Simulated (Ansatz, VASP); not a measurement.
**One calculation of Ni, two programs**

File INCAR:

```
ALGO = Normal
EDIFF = 1E-6
ENCUT = 520
GGA = PE
ISIF = 2
ISMEAR = -1
ISPIN = 2
LASPH = True
LCHARG = False
LMAXMIX = 4
LORBIT = 11
LREAL = False
LWAVE = False
MAGMOM = 1
NBANDS = 15
NELM = 150
PREC = Accurate
SIGMA = 0.1
```

Contents of KPOINTS:

```
k-points
0
Gamma
  18 18 17
```

File POSCAR:

```
Ni
1.0
    2.1531791627      0.0000000000      0.0000000000
   -1.0765895813      1.8647078538      0.0000000000
    0.0000000000      0.0000000000      2.0671392810
Ni
1
Direct
    0.0000000000      0.0000000000      0.0000000000
```

Input for Ansatz:

```yaml
crystal:
  lattice:
    - [2.1531791627, 0.0, 0.0]
    - [-1.0765895813, 1.8647078538, 0.0]
    - [0.0, 0.0, 2.067139281]
  atoms:
    - { symbol: Ni, position: [0.0, 0.0, 0.0], spin: 1.0 }
magnetization:
  spin_polarized: true
kpoints:
  mp_grid: { grid: [18, 18, 17] }
scf:
  occupations: { method: fermi_dirac, width: 0.1 }
hamiltonian:
  xc: pbe
  pseudopotentials: { kind: all_electron, lapw: { basis_error: 0.001 } }
output:
  forces: true
  stress: true
  eigenvalues: true
  populations: true
```

Change from the starting cell: volume scaled by 0.7, LAPW.

Alike in both runs: task single point; functional PBE; k mesh 18 × 18 × 17; occupations fermi-dirac, width 0.1 eV; collinear spin.

|  | VASP | Ansatz |
| --- | --- | --- |
| version | VASP 6.6.1 | Ansatz 0.2.0 |
| potentials or method | VASP PAW PBE potentials, release 64 (Ni) | all-electron LAPW, scalar-relativistic |
| plane-wave cutoff (eV) | 520 | see its input |

|  | VASP | Ansatz | Ansatz less VASP |
| --- | --- | --- | --- |
| pressure (GPa) | 134.2 | 135.8 | +1.67 |
| largest component of the traceless stress (GPa) | 0.74 | 0.49 | -0.244 |
| net moment per atom (μB) | 0.00 | 0.00 | -0.003 |

Ansatz ran all-electron here, so the differences hold the error of VASP's frozen core and of both bases. Ansatz warned: «seeded_moment_not_kept».

Caveats: the cell as given lies far from equilibrium; so large a pressure means that the cell lies far from this level's equilibrium, or that cutoff or potentials fall short (VASP).
